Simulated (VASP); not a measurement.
Runs of VASP 6.6.1 on Nb. The cell holds a slab with vacuum, 9 atoms: a = 3.310 Å, b = 2.867 Å, c = 33.724 Å, α = 90.00°, β = 90.00°, γ = 54.74°. The cell was built by a generator and needn't be a form met in nature.

```csv
task,level,potentials or basis,cell,gap on the mesh (eV),largest force (eV/Å)
relaxation of the atoms,PBE,"VASP PAW PBE potentials, release 64 (Nb_sv)",atoms relaxed,none,0.01
work function,PBE,"VASP PAW PBE potentials, release 64 (Nb_sv)",as given,none,0.01
work function,LDA,"VASP PAW LDA potentials, release 64 (Nb_sv)",as given,none,0.51
work function,PBEsol,"VASP PAW PBE potentials, release 64 (Nb_sv)",as given,none,(a)
```

Alike in all rows: no spin polarisation; k mesh 14 × 14 × 1; cutoff (eV) 520; smearing methfessel-paxton 0.1 eV.

Problem. Estimate the missing entries.

Solution. (a) 0.31.

Caveats: the PAW data sets were made with another functional, which shifts forces and pressure a little (some runs).

A k mesh can miss the band edges, and the runs leave out spin-orbit coupling on Nb.

A gap of «none» marks a metal or a gap under the smearing width.
